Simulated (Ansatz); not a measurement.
## Sn (beta-Sn (white tin)): energy against volume

Computed with Ansatz, DFT, BLYP, plane waves (420 eV) with PAW, scalar-relativistic. (PAW data from PBE, frozen cores regenerated.)

The cell is scaled uniformly from the relaxed one, with fractional coordinates and shape fixed. Energies are extrapolated to zero smearing, pressures are those at the given smearing. Because the bonds are stretched with the cell, B₀ of this curve lies above the true bulk modulus of such a structure. Magnetic state: spin not included.

A Birch-Murnaghan fit gives V₀ = 31.18 Å³/atom, B₀ = 35 GPa, B₀′ = 4.8.

What are the energy above the minimum and the pressure at 28.700 Å³/atom?

25.5 meV/atom and 3.63 GPa as computed.

What are the energy above the minimum and the pressure at 29.948 Å³/atom?

5.8 meV/atom and 1.63 GPa as computed.

What are the energy above the minimum and the pressure at 32.444 Å³/atom?

5.2 meV/atom and -1.20 GPa as computed.

This functional, with no dispersion term, lets the cell expand far past the measured one.
